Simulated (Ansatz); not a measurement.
# HgTe: strain and displacement

```xyz
2
Lattice="0.0000 3.2235 3.2235 3.2235 0.0000 3.2235 3.2235 3.2235 0.0000" Properties=species:S:1:pos:R:3 pbc="T T T"
Hg    0.0000    0.0000    0.0000
Te    4.8353    4.8353    4.8353
```

Atom numbers follow the list: Hg1, Te2.

The cell is COD entry 1539232, as deposited and not checked against the literature; nothing was relaxed.

No spin–orbit coupling, which matters for the heavy atoms here.

Method: Ansatz 0.2.0, DFT, PBEsol, all-electron PAW with datasets made for the crystal, scalar-relativistic.

The runs use a Γ-centred 9×9×9 k mesh, Fermi–Dirac smearing of 0.05 eV, cutoff 240 eV (chosen by the program for this cell), no spin polarisation.

The unchanged cell is at 1.33 GPa.

In a metal, stresses and small energies carry noise from the k mesh.

x, y and z are the Cartesian axes of the cell as listed; fractional coordinates follow a strain, and an engineering shear is twice the off-diagonal strain component.

(1) With this change (equal xy, yz and zx engineering shear strains of -2 %), what becomes of the energy and stress and forces?

(2) With this change (equal xy, yz and zx engineering shear strains of -1 %), what becomes of the energy and stress and forces?

(3) With this change (equal xy, yz and zx engineering shear strains of +1 %), what becomes of the energy and stress and forces?

(4) With this change (equal xy, yz and zx engineering shear strains of +2 %), what becomes of the energy and stress and forces?

Results:

(1) Energy change +6 meV/atom; stress change (xx, yy, zz, yz, xz, xy) 0.10, 0.10, 0.10, 0.88, 0.88, 0.88 GPa, compression positive; change of the force on Hg1 (0.133, 0.133, 0.133) eV/Å.

(2) Energy change +1 meV/atom; stress change (xx, yy, zz, yz, xz, xy) 0.02, 0.02, 0.02, 0.43, 0.43, 0.43 GPa, compression positive; change of the force on Hg1 (0.063, 0.063, 0.063) eV/Å.

(3) Energy change +1 meV/atom; stress change (xx, yy, zz, yz, xz, xy) 0.02, 0.02, 0.02, -0.41, -0.41, -0.41 GPa, compression positive; change of the force on Hg1 (-0.055, -0.055, -0.055) eV/Å.

(4) Energy change +5 meV/atom; stress change (xx, yy, zz, yz, xz, xy) 0.09, 0.09, 0.09, -0.79, -0.79, -0.79 GPa, compression positive; change of the force on Hg1 (-0.104, -0.104, -0.104) eV/Å.
